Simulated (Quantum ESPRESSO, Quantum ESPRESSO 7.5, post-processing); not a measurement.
# InP/In(1-x)Ga(x)P (110) interfaces, on the lattice of InP: a series in the share x of Ga

Wanted: a table for InP/In(1-x)Ga(x)P (110) interfaces, on the lattice of InP against the share x of Ga, and what can be fitted to it.

Main program and level: Quantum ESPRESSO 7.5; plane-wave DFT, LDA, GBRV ultrasoft pseudopotentials.

Report form: the programs' logs are mostly left out.

### Step 1. Set-up

Symmetry: F-43m, No. 216, cubic system. The conventional cell has a = 5.853 Å, b = 5.853 Å, c = 5.853 Å, α = 90.00°, β = 90.00°, γ = 90.00°. In has 4 P at 2.53 Å nearest. Nearest to P lie 4 In at 2.53 Å. Farther neighbours are not listed.

Set-up: Each bulk cell keeps the common in-plane lattice and relaxes along the normal and in its atoms; the superlattice is stacked from these relaxed cells and held, so that both halves are the crystals whose edges are computed. Edges are hung on the mean electrostatic potential over one period in the middle of each half. Fermi-Dirac smearing of 0.002 Ry; edges are taken by band count, which loses its meaning where this level closes a crystal's gap. The alloys are ordered cells with 4 sites.

### Step 2. Relaxing cell and ions of the reference

The bulk crystal is relaxed in cell and atoms; the members are built on its lattice constants.

ref.vc.in reads:

```
&control
  prefix = 'ref.vc'
  outdir = './out'
  pseudo_dir = './pseudo'
  nstep = 40
  forc_conv_thr = 0.001
  calculation = 'vc-relax'
/
&system
  ibrav = 0
  nat = 8
  ntyp = 2
  ecutwfc = 48
  ecutrho = 240
  occupations = 'smearing'
  smearing = 'fd'
  degauss = 0.002
/
&electrons
  conv_thr = 1e-09
  mixing_beta = 0.4
  electron_maxstep = 120
/
&ions
/
&cell
  press_conv_thr = 0.3
/
ATOMIC_SPECIES
  In  114.8180  in_lda_v1.4.uspp.F.UPF
  P   30.9738  p_lda_v1.5.uspp.F.UPF
CELL_PARAMETERS angstrom
  5.85272000000000 0.00000000000000 0.00000000000000
  0.00000000000000 4.13849800038613 0.00000000000000
  0.00000000000000 0.00000000000000 8.27699600077226
ATOMIC_POSITIONS crystal
  In  0.000000000000 0.000000000000 0.000000000000
  P   0.250000000000 0.500000000000 0.000000000000
  In  0.500000000000 0.500000000000 0.250000000000
  P   0.750000000000 0.000000000000 0.250000000000
  In  0.000000000000 0.000000000000 0.500000000000
  P   0.250000000000 0.500000000000 0.500000000000
  In  0.500000000000 0.500000000000 0.750000000000
  P   0.750000000000 0.000000000000 0.750000000000
K_POINTS automatic
  6 8 4 0 0 0
```

Run with:

```
> OMP_NUM_THREADS=1 mpirun -n 4 pw.x -nk 4 -in ref.vc.in > ref.vc.out
```

Wall time 11 min (4 MPI ranks of Arm Neoverse V1, shared host); peak memory 1 GiB; 42 min of CPU time.

The steps of the relaxation:

```tsv
step	energy less that of the first step (eV)	largest force (eV/Å)	volume (Å³)
1	0.0000	0.0001	200.48
2	-0.0077	0.0001	199.24
3	-0.0127	0.0001	197.39
4	-0.0128	0.0000	197.11
5	-0.0081	0.0000	197.11
```

```tsv
cell as run	before	after	change
a (Å)	5.853	5.819	-0.6 %
b (Å)	4.138	4.115	-0.6 %
c (Å)	8.277	8.231	-0.6 %
volume (Å³/atom)	25.06	24.64	-1.7 %
```

 The last row is no step: it is a fresh SCF in the final cell with a new plane-wave basis, +5 meV from the row before.

Numbers from this step:

- free energy: -8093.0570 eV
- Fermi energy: 7.309 eV

### Step 3. SCF with pw.x of the reference

A bulk run at that cell gives the reference energy and levels.

ref.bulk.in reads:

```
&control
  prefix = 'ref.bulk'
  outdir = './out'
  pseudo_dir = './pseudo'
  calculation = 'scf'
  tprnfor = .true.
/
&system
  ibrav = 0
  nat = 8
  ntyp = 2
  ecutwfc = 40
  ecutrho = 200
  occupations = 'smearing'
  smearing = 'fd'
  degauss = 0.002
  nbnd = 40
/
&electrons
  conv_thr = 1e-09
  mixing_beta = 0.4
  electron_maxstep = 120
/
ATOMIC_SPECIES
  In  114.8180  in_lda_v1.4.uspp.F.UPF
  P   30.9738  p_lda_v1.5.uspp.F.UPF
CELL_PARAMETERS angstrom
  5.81914342700000 0.00000000000000 0.00000000000000
  0.00000000000000 4.11539460300000 0.00000000000000
  0.00000000000000 0.00000000000000 8.23078935800000
ATOMIC_POSITIONS crystal
  In  0.000000218800 0.000000000000 0.000000000000
  P   0.250000197500 0.500000000000 0.000000000000
  In  0.499999993500 0.500000000000 0.250000528800
  P   0.750000001300 0.000000000000 0.250000012700
  In  -0.000000205100 0.000000000000 0.500000000000
  P   0.249999799400 0.500000000000 0.500000000000
  In  0.499999993500 0.500000000000 0.749999471200
  P   0.750000001300 0.000000000000 0.749999987300
K_POINTS automatic
  6 8 4 0 0 0
```

Run with:

```
> OMP_NUM_THREADS=1 mpirun -n 4 pw.x -nk 4 -in ref.bulk.in > ref.bulk.out
```

The job ended after 2.1 min (4 MPI ranks; peak memory 0.68 GiB).

Numbers from this step:

| Quantity | Value |
| --- | --- |
| free energy | -8092.8654 eV |
| Fermi energy | 7.31 eV |
| valence top, on the run's zero | 7.008 eV |
| conduction bottom, on the run's zero | 7.578 eV |
| gap by band count | 0.5700 eV |

### Step 4. Potential by pp.x of the reference

plot_num = 11 writes the bare and Hartree potential, from which vacuum levels or, in a crystal, the mean potential are read.

ref.bulk.pot.in reads:

```
&inputpp
  prefix = 'ref.bulk'
  outdir = './out'
  filplot = 'ref.bulk.pot.dat'
  plot_num = 11
/
```

Run with:

```
> OMP_NUM_THREADS=1 mpirun -n 4 pp.x -in ref.bulk.pot.in > ref.bulk.pot.out
```

Wall time 0.96 s (4 MPI ranks); peak memory 0.09 GiB.

Electrostatic potential energy of an electron; zero at the highest filled level of the SCF mesh. Potential energy, planar mean against z:

```tsv
z (Å)	potential energy, planar mean (eV)
0.00	-9.97
0.23	-8.64
0.57	-3.55
0.80	-0.700
1.14	0.112
1.37	-1.95
1.71	-7.14
1.94	-9.63
2.29	-8.64
2.51	-5.37
2.74	-1.95
3.09	0.397
3.32	-0.700
3.66	-5.37
3.89	-8.64
4.23	-9.63
4.46	-7.14
4.80	-1.95
5.03	0.112
5.37	-0.700
5.60	-3.55
5.83	-7.14
6.17	-9.97
6.40	-8.64
6.74	-3.55
6.97	-0.700
7.32	0.112
7.54	-1.95
7.89	-7.14
8.12	-9.63
```

### Step 5. Relaxing cell and ions, 0.25

What the set-up leaves free in this member is relaxed.

System of this step: In(1-x)Ga(x)P, x = 1/4, ordered (110) cell. Symmetry: Pmm2, No. 25, orthorhombic system. Conventional cell: a = 4.115 Å, b = 8.231 Å, c = 5.819 Å, α = 90.00°, β = 90.00°, γ = 90.00°. Nearest to Ga lie 4 P at 2.52 Å. Nearest to P lie 2 Ga at 2.52 Å and 2 In at 2.52 Å. In has 4 P at 2.52 Å nearest. Nearest to P lie 3 In at 2.52 Å and 1 Ga at 2.52 Å. Nearest to P lie 4 In at 2.52 Å. Farther neighbours are not listed.

m0.relax.in reads:

```
&control
  prefix = 'm0.relax'
  outdir = './out'
  pseudo_dir = './pseudo'
  nstep = 70
  forc_conv_thr = 0.0004
  calculation = 'vc-relax'
/
&system
  ibrav = 0
  nat = 8
  ntyp = 3
  ecutwfc = 48
  ecutrho = 240
  occupations = 'smearing'
  smearing = 'fd'
  degauss = 0.002
/
&electrons
  conv_thr = 1e-09
  mixing_beta = 0.4
  electron_maxstep = 120
/
&ions
/
&cell
  cell_dofree = 'z'
  press_conv_thr = 0.4
/
ATOMIC_SPECIES
  Ga  69.7230  ga_lda_v1.4.uspp.F.UPF
  P   30.9738  p_lda_v1.5.uspp.F.UPF
  In  114.8180  in_lda_v1.4.uspp.F.UPF
CELL_PARAMETERS angstrom
  5.81914342700000 0.00000000000000 0.00000000000000
  0.00000000000000 4.11539460300000 0.00000000000000
  0.00000000000000 0.00000000000000 8.23078935800000
ATOMIC_POSITIONS crystal
  Ga  0.000000000000 0.000000000000 0.000000000000
  P   0.250000000000 0.500000000000 0.000000000000
  In  0.500000000000 0.500000000000 0.250000000000
  P   0.750000000000 0.000000000000 0.250000000000
  In  0.000000000000 0.000000000000 0.500000000000
  P   0.250000000000 0.500000000000 0.500000000000
  In  0.500000000000 0.500000000000 0.750000000000
  P   0.750000000000 0.000000000000 0.750000000000
K_POINTS automatic
  3 4 2 0 0 0
```

Run with:

```
> OMP_NUM_THREADS=1 mpirun -n 4 pw.x -nk 2 -in m0.relax.in > m0.relax.out
```

It took 11 min on 4 MPI ranks; peak memory 0.64 GiB.

The steps of the relaxation:

```tsv
step	energy less that of the first step (eV)	largest force (eV/Å)	volume (Å³)
1	0.0000	1.2025	197.11
2	-0.0843	1.0294	196.14
3	-0.1595	0.8345	195.10
4	-0.2381	0.5321	193.62
5	-0.2813	0.3088	191.57
6	-0.2862	0.2534	191.67
7	-0.2901	0.2051	191.68
8	-0.2942	0.1377	191.67
9	-0.2974	0.0857	191.65
10	-0.2982	0.0975	191.63
11	-0.2988	0.0851	191.63
12	-0.2993	0.0529	191.65
13	-0.2998	0.0487	191.71
14	-0.3000	0.0406	191.76
15	-0.3002	0.0196	191.80
16	-0.3003	0.0106	191.80
17	-0.3003	0.0055	191.78
18	-0.3003	0.0052	191.75
19	-0.2943	0.0052	191.75
```

```tsv
cell as run	before	after	change
a (Å)	5.819	5.819	+0.0 %
b (Å)	4.115	4.115	+0.0 %
c (Å)	8.231	8.007	-2.7 %
volume (Å³/atom)	24.64	23.97	-2.7 %
```

The atoms that moved most (Å, as changes of fractional coordinates times the final cell):

```tsv
atom	dx	dy	dz	length
P2	-0.185	0.000	0.000	0.185
P8	0.050	0.000	0.099	0.111
P4	0.050	0.000	-0.099	0.111
In3	0.013	0.000	-0.076	0.077
In7	0.013	0.000	0.076	0.077
P6	0.044	0.000	0.000	0.044
In5	0.026	0.000	0.000	0.026
Ga1	-0.011	0.000	0.000	0.011
```

The relaxed structure:

```cif
data_structure
_symmetry_space_group_name_H-M 'P 1'
_symmetry_Int_Tables_number 1
_cell_length_a 5.8191
_cell_length_b 4.1154
_cell_length_c 8.0070
_cell_angle_alpha 90.000
_cell_angle_beta 90.000
_cell_angle_gamma 90.000
_cell_volume 191.75
loop_
_atom_site_label
_atom_site_type_symbol
_atom_site_fract_x
_atom_site_fract_y
_atom_site_fract_z
_atom_site_occupancy
Ga1 Ga 0.99809 0.00000 0.00000 1
P2 P 0.21825 0.50000 0.00000 1
In3 In 0.50218 0.50000 0.24054 1
P4 P 0.75862 0.00000 0.23759 1
In5 In 0.00444 0.00000 0.50000 1
P6 P 0.25763 0.50000 0.50000 1
In7 In 0.50218 0.50000 0.75946 1
P8 P 0.75862 0.00000 0.76241 1
```

 The last row is no step: it is a fresh SCF in the final cell with a new plane-wave basis, +6 meV from the row before.

Numbers from this step:

- free energy: -11927.9980 eV
- Fermi energy: 7.250 eV

### Step 6. Self-consistent run, 0.25

m0.bulk.in reads:

```
&control
  prefix = 'm0.bulk'
  outdir = './out'
  pseudo_dir = './pseudo'
  calculation = 'scf'
  tprnfor = .true.
/
&system
  ibrav = 0
  nat = 8
  ntyp = 3
  ecutwfc = 40
  ecutrho = 200
  occupations = 'smearing'
  smearing = 'fd'
  degauss = 0.002
  nbnd = 43
/
&electrons
  conv_thr = 1e-09
  mixing_beta = 0.4
  electron_maxstep = 120
/
ATOMIC_SPECIES
  Ga  69.7230  ga_lda_v1.4.uspp.F.UPF
  P   30.9738  p_lda_v1.5.uspp.F.UPF
  In  114.8180  in_lda_v1.4.uspp.F.UPF
CELL_PARAMETERS angstrom
  5.81914342700000 0.00000000000000 0.00000000000000
  0.00000000000000 4.11539460300000 0.00000000000000
  0.00000000000000 0.00000000000000 8.00702835900000
ATOMIC_POSITIONS crystal
  Ga  -0.001913354700 0.000000000000 0.000000000000
  P   0.218253964500 0.500000000000 0.000000000000
  In  0.502175465400 0.500000000000 0.240543683500
  P   0.758620376000 0.000000000000 0.237586209300
  In  0.004439712800 0.000000000000 0.500000000000
  P   0.257627994500 0.500000000000 0.500000000000
  In  0.502175465400 0.500000000000 0.759456316500
  P   0.758620376000 0.000000000000 0.762413790700
K_POINTS automatic
  6 8 4 0 0 0
```

Run with:

```
> OMP_NUM_THREADS=1 mpirun -n 4 pw.x -nk 4 -in m0.bulk.in > m0.bulk.out
```

Wall time 2.5 min (4 MPI ranks); peak memory 0.7 GiB.

This step gave:

* free energy: -11928.0025 eV
* Fermi energy: 7.239 eV
* valence top, on the run's zero: 6.999 eV
* conduction bottom, on the run's zero: 7.474 eV
* gap by band count: 0.4747 eV

### Step 7. Potential by pp.x, 0.25

m0.bulk.pot.in reads:

```
&inputpp
  prefix = 'm0.bulk'
  outdir = './out'
  filplot = 'm0.bulk.pot.dat'
  plot_num = 11
/
```

Run with:

```
> OMP_NUM_THREADS=1 mpirun -n 4 pp.x -in m0.bulk.pot.in > m0.bulk.pot.out
```

Elapsed: 1.1 s, on 4 MPI ranks; peak memory 0.1 GiB; 4.1 s of CPU time.

Electrostatic potential energy of an electron; zero at the highest filled level of the SCF mesh. Potential energy, planar mean against z:

```tsv
z (Å)	potential energy, planar mean (eV)
0.0	-8.09
0.5	-3.33
1.0	-0.206
1.5	-6.15
2.0	-9.83
2.5	-3.42
3.0	0.449
3.5	-4.69
4.0	-10.1
4.5	-4.81
5.0	0.432
5.5	-3.32
6.0	-9.79
6.5	-6.25
7.0	-0.246
7.5	-3.23
```

### Step 8. Ground state, 0.25

The self-consistent run of this member.

System of this step: InP/In(1-x)Ga(x)P (110) superlattice, x = 1/4. The cell holds 32 atoms: 14 In, 16 P and 2 Ga. Cell: a = 5.819 Å, b = 4.115 Å, c = 32.476 Å, α = 90.0°, β = 90.0°, γ = 90.0°. The structure's axis is c.

m0.scf.in reads:

```
&control
  prefix = 'm0.scf'
  outdir = './out'
  pseudo_dir = './pseudo'
  calculation = 'scf'
  tprnfor = .true.
/
&system
  ibrav = 0
  nat = 32
  ntyp = 3
  ecutwfc = 40
  ecutrho = 200
  occupations = 'smearing'
  smearing = 'fd'
  degauss = 0.002
/
&electrons
  conv_thr = 1e-08
  mixing_beta = 0.4
  electron_maxstep = 160
  mixing_mode = 'TF'
  mixing_ndim = 12
/
ATOMIC_SPECIES
  In  114.8180  in_lda_v1.4.uspp.F.UPF
  P   30.9738  p_lda_v1.5.uspp.F.UPF
  Ga  69.7230  ga_lda_v1.4.uspp.F.UPF
CELL_PARAMETERS angstrom
  5.81914342700000 0.00000000000000 0.00000000000000
  0.00000000000000 4.11539460300000 0.00000000000000
  0.00000000000000 0.00000000000000 32.47563543400000
ATOMIC_POSITIONS crystal
  In  0.000000218800 0.000000000000 0.000000000000
  P   0.250000197500 0.500000000000 0.000000000000
  In  0.499999993500 0.500000000000 0.063361398921
  P   0.750000001300 0.000000000000 0.063361268118
  In  -0.000000205100 0.000000000000 0.126722529798
  P   0.249999799400 0.500000000000 0.126722529798
  In  0.499999993500 0.500000000000 0.190083660676
  P   0.750000001300 0.000000000000 0.190083791479
[... 20 atom lines left out ...]
  In  0.004439712800 0.000000000000 0.876722529798
  P   0.257627994500 0.500000000000 0.876722529798
  In  0.502175465400 0.500000000000 0.940692766450
  P   0.758620376000 0.000000000000 0.941421946325
K_POINTS automatic
  4 6 1 0 0 0
```

Run with:

```
> OMP_NUM_THREADS=1 mpirun -n 4 pw.x -nk 2 -in m0.scf.in > m0.scf.out
```

Run time: 27 min. Hardware: 4 MPI ranks; peak memory 2.5 GiB.

Numbers from this step:

```
free energy  : -40041.4395 eV
Fermi energy : 7.269 eV
```

### Step 9. Electrostatic potential, 0.25

m0.pot.in reads:

```
&inputpp
  prefix = 'm0.scf'
  outdir = './out'
  filplot = 'm0.pot.dat'
  plot_num = 11
/
```

Run with:

```
> OMP_NUM_THREADS=1 mpirun -n 4 pp.x -in m0.pot.in > m0.pot.out
```

Run time: 1.9 s. Hardware: 4 MPI ranks; peak memory 0.24 GiB.

The potential energy, planar mean oscillates, so the rows of the table below give means over windows of 2.03 Å about each position, cut where the curve ends. Its first 14 maxima inside the range that stand out by 2 % of the span (Å: eV): 1.0: 0.0847, 3.0: 0.0753, 5.2: 0.0788, 7.2: 0.119, 9.2: 0.120, 11.3: 0.0886, 13.4: 0.0714, 15.4: 0.689, 17.4: -0.217, 19.4: 0.220, 21.5: 0.212, 23.6: -0.245, 25.4: -0.244, 27.4: 0.211. Its first 14 minima: 2.0: -10.2, 4.1: -10.2, 6.2: -10.2, 8.2: -10.2, 10.3: -10.2, 12.3: -10.2, 14.4: -10.2, 16.5: -8.25, 18.4: -10.3, 20.4: -10.2, 22.6: -10.3, 24.5: -8.35, 26.4: -10.3, 28.4: -10.2.

Electrostatic potential energy of an electron; zero at the Fermi level. Potential energy, planar mean against z; means over each step:

z (Å), potential energy, planar mean (eV) and a bar from the least value:
```
     1.01       -4.9 ################
     3.04       -4.8 ################
     5.08       -4.8 #################
     7.11       -4.8 #################
     9.14       -4.8 #################
    11.17       -4.8 #################
    13.20       -4.8 ################
    15.23       -4.2 ##############################
    17.26       -4.7 ##################
    19.29       -4.7 ###################
    21.32       -4.7 ###################
    23.35       -5.1 ###########
    25.38       -4.9 ###############
    27.41       -4.7 ####################
    29.44       -4.7 ####################
    31.47       -5.6
```

### Step 10. The line-up

Bulk edges are hung on the mean potential of each side.

Numbers from this step:

```
mean potential in the stack, first crystal                       : 2.366 eV
valence top over the bulk's mean potential, first crystal        : 4.628 eV
conduction bottom over the bulk's mean potential, first crystal  : 5.198 eV
slope of the running mean in the stack, first crystal            : 0.001365 eV/Å
period along the stack, first crystal                            : 8.231 Å
mean potential in the stack, second crystal                      : 2.480 eV
valence top over the bulk's mean potential, second crystal       : 4.533 eV
conduction bottom over the bulk's mean potential, second crystal : 5.007 eV
slope of the running mean in the stack, second crystal           : -8.29e-4 eV/Å
period along the stack, second crystal                           : 8.007 Å
```

### Step 11. Variable-cell relaxation, 0.5

System of this step: In(1-x)Ga(x)P, x = 2/4, ordered (110) cell. Symmetry: P-4m2, No. 115, tetragonal system. The conventional cell has a = 4.115 Å, b = 4.115 Å, c = 5.819 Å, α = 90.00°, β = 90.00°, γ = 90.00°. Nearest to Ga lie 4 P at 2.52 Å. Nearest to P lie 2 Ga at 2.52 Å and 2 In at 2.52 Å. Nearest to In lie 4 P at 2.52 Å. Nearest to P lie 2 In at 2.52 Å and 2 Ga at 2.52 Å. Farther neighbours are not listed.

m1.relax.in reads:

```
&control
  prefix = 'm1.relax'
  outdir = './out'
  pseudo_dir = './pseudo'
  nstep = 70
  forc_conv_thr = 0.0004
  calculation = 'vc-relax'
/
&system
  ibrav = 0
  nat = 8
  ntyp = 3
  ecutwfc = 48
  ecutrho = 240
  occupations = 'smearing'
  smearing = 'fd'
  degauss = 0.002
/
&electrons
  conv_thr = 1e-09
  mixing_beta = 0.4
  electron_maxstep = 120
/
&ions
/
&cell
  cell_dofree = 'z'
  press_conv_thr = 0.4
/
ATOMIC_SPECIES
  Ga  69.7230  ga_lda_v1.4.uspp.F.UPF
  P   30.9738  p_lda_v1.5.uspp.F.UPF
  In  114.8180  in_lda_v1.4.uspp.F.UPF
CELL_PARAMETERS angstrom
  5.81914342700000 0.00000000000000 0.00000000000000
  0.00000000000000 4.11539460300000 0.00000000000000
  0.00000000000000 0.00000000000000 8.23078935800000
ATOMIC_POSITIONS crystal
  Ga  0.000000000000 0.000000000000 0.000000000000
  P   0.250000000000 0.500000000000 0.000000000000
  In  0.500000000000 0.500000000000 0.250000000000
  P   0.750000000000 0.000000000000 0.250000000000
  Ga  0.000000000000 0.000000000000 0.500000000000
  P   0.250000000000 0.500000000000 0.500000000000
  In  0.500000000000 0.500000000000 0.750000000000
  P   0.750000000000 0.000000000000 0.750000000000
K_POINTS automatic
  3 4 2 0 0 0
```

Run with:

```
> OMP_NUM_THREADS=1 mpirun -n 4 pw.x -nk 2 -in m1.relax.in > m1.relax.out
```

Run time: 6.8 min. Hardware: 4 MPI ranks; peak memory 0.65 GiB; 27 min of CPU time.

Step by step:

```tsv
step	energy less that of the first step (eV)	largest force (eV/Å)	volume (Å³)
1	0.0000	1.1702	197.11
2	-0.1713	1.0121	195.11
3	-0.3206	0.8155	192.92
4	-0.4660	0.4744	189.62
5	-0.5113	0.2108	186.35
6	-0.5143	0.1265	186.61
7	-0.5164	0.0351	186.58
8	-0.5167	0.0197	186.42
9	-0.5168	0.0185	186.29
10	-0.5169	0.0073	186.19
11	-0.5072	0.0072	186.19
```

```tsv
cell as run	before	after	change
a (Å)	5.819	5.819	+0.0 %
b (Å)	4.115	4.115	+0.0 %
c (Å)	8.231	7.775	-5.5 %
volume (Å³/atom)	24.64	23.27	-5.5 %
```

The atoms that moved most (Å, as changes of fractional coordinates times the final cell):

```tsv
atom	dx	dy	dz	length
P2	-0.142	0.000	0.000	0.142
P6	-0.142	0.000	0.000	0.142
P8	0.099	0.000	0.000	0.099
P4	0.099	0.000	0.000	0.099
In7	0.026	0.000	0.000	0.026
In3	0.026	0.000	0.000	0.026
Ga5	0.017	0.000	0.000	0.017
Ga1	0.017	0.000	0.000	0.017
```

 The last row is no step: it is a fresh SCF in the final cell with a new plane-wave basis, +10 meV from the row before.

This step gave:

| Item | Value |
| --- | --- |
| free energy | -15763.0249 eV |
| energy at zero smearing | -15763.0248 eV |
| Fermi energy | 7.220 eV |

### Step 12. Ground state, 0.5

m1.bulk.in reads:

```
&control
  prefix = 'm1.bulk'
  outdir = './out'
  pseudo_dir = './pseudo'
  calculation = 'scf'
  tprnfor = .true.
/
&system
  ibrav = 0
  nat = 8
  ntyp = 3
  ecutwfc = 40
  ecutrho = 200
  occupations = 'smearing'
  smearing = 'fd'
  degauss = 0.002
  nbnd = 46
/
&electrons
  conv_thr = 1e-09
  mixing_beta = 0.4
  electron_maxstep = 120
/
ATOMIC_SPECIES
  Ga  69.7230  ga_lda_v1.4.uspp.F.UPF
  P   30.9738  p_lda_v1.5.uspp.F.UPF
  In  114.8180  in_lda_v1.4.uspp.F.UPF
CELL_PARAMETERS angstrom
  5.81914342700000 0.00000000000000 0.00000000000000
  0.00000000000000 4.11539460300000 0.00000000000000
  0.00000000000000 0.00000000000000 7.77487298900000
ATOMIC_POSITIONS crystal
  Ga  0.002957217600 0.000000000000 0.000000000000
  P   0.225559461500 0.500000000000 0.000000000000
  In  0.504526151900 0.500000000000 0.249999533500
  P   0.766955476800 0.000000000000 0.250000187300
  Ga  0.002958947400 0.000000000000 0.500000000000
  P   0.225561115900 0.500000000000 0.500000000000
  In  0.504526151900 0.500000000000 0.750000466500
  P   0.766955476800 0.000000000000 0.749999812700
K_POINTS automatic
  6 8 4 0 0 0
```

Run with:

```
> OMP_NUM_THREADS=1 mpirun -n 4 pw.x -nk 4 -in m1.bulk.in > m1.bulk.out
```

Wall time 2.8 min (4 MPI ranks); peak memory 0.78 GiB.

This step gave:

| Item | Value |
| --- | --- |
| free energy | -15763.0555 eV |
| Fermi energy | 7.210 eV |
| valence top, on the run's zero | 7.053 eV |
| conduction bottom, on the run's zero | 7.360 eV |
| gap by band count | 0.3062 eV |

(Part 1 of 2 ends here.)

[Logs are printed without paths, hosts, clocks, repeated set-up lines and the standing remarks that a program may print on its own settings, such as how far it seeks lower states.]

[Hosts, paths, dates, database ids (printed as entryN), source tags and the programs' standing remarks are cut or masked in the printed files.]

[Maps of the electrostatic potential energy from Ansatz leave out the sawtooth potential of an applied field or a dipole correction, so their vacuum need not be flat; planar profiles and work functions include it.]
